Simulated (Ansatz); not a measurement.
# Se: the cost of one run

Method: DFT PBEsol, scalar-relativistic, in Ansatz 0.2.0.

## (1) The system as given

Symmetry: P3_221, No. 154, trigonal system. Conventional cell: a = 4.355 Å, b = 4.355 Å, c = 4.949 Å, α = 90.00°, β = 90.00°, γ = 120.00°. Around Se (site symmetry 2) lie 2 Se at 2.32 Å.

Structure file:

```cif
data_structure
_symmetry_space_group_name_H-M 'P3_221'
_symmetry_Int_Tables_number 154
_cell_length_a 4.3552
_cell_length_b 4.3552
_cell_length_c 4.9495
_cell_angle_alpha 90.000
_cell_angle_beta 90.000
_cell_angle_gamma 120.000
_cell_volume 81.30
loop_
_atom_site_label
_atom_site_type_symbol
_atom_site_symmetry_multiplicity
_atom_site_Wyckoff_symbol
_atom_site_fract_x
_atom_site_fract_y
_atom_site_fract_z
_atom_site_occupancy
Se1 Se 3 b 0.21700 0.00000 0.16667 1
```

The file gives the conventional cell by its symmetry; the runs use the cell typed in the input.

Atoms are numbered in the order of the input: Se1, Se2, Se3.

## (2) Volume × 0.96, LAPW

File input.yaml:

```yaml
crystal:
  lattice:
    - [4.2963088179, 0.0, 0.0]
    - [-2.1481544089, 3.7207125788, 0.0]
    - [0.0, 0.0, 4.8825573405]
  atoms:
    - { symbol: Se, position: [0.217, 0.0, 0.1666666667] }
    - { symbol: Se, position: [0.0, 0.217, 0.8333333333] }
    - { symbol: Se, position: [0.783, 0.783, 0.5] }
kpoints:
  mp_grid: { grid: [8, 8, 6] }
  band_path:
    path:
      - [0.0, 0.0, 0.0]
      - [0.5, 0.0, 0.0]
      - [0.3333333333, 0.3333333333, 0.0]
      - [0.0, 0.0, 0.0]
      - [0.0, 0.0, 0.5]
      - [0.5, 0.0, 0.5]
      - [0.3333333333, 0.3333333333, 0.5]
      - [0.0, 0.0, 0.5]
      - [0.5, 0.0, 0.5]
    npoints: 5
scf:
  occupations: { method: fermi_dirac, width: 0.02 }
hamiltonian:
  xc: pbesol
  pseudopotentials: { kind: all_electron, lapw: { basis_error: 0.001 } }
output:
  forces: true
  stress: true
  eigenvalues: true
```

On the command line:

```
$ ansatz run input.yaml --threads 1 --pin off --max-ram 4096MiB --backend cpu --events-out ev --progress --plain --runs-dir out
```

What time and memory should one allow on 1 thread of Arm Neoverse V2, shared host?

About 1.8 min, with a peak of 0.48 GiB.
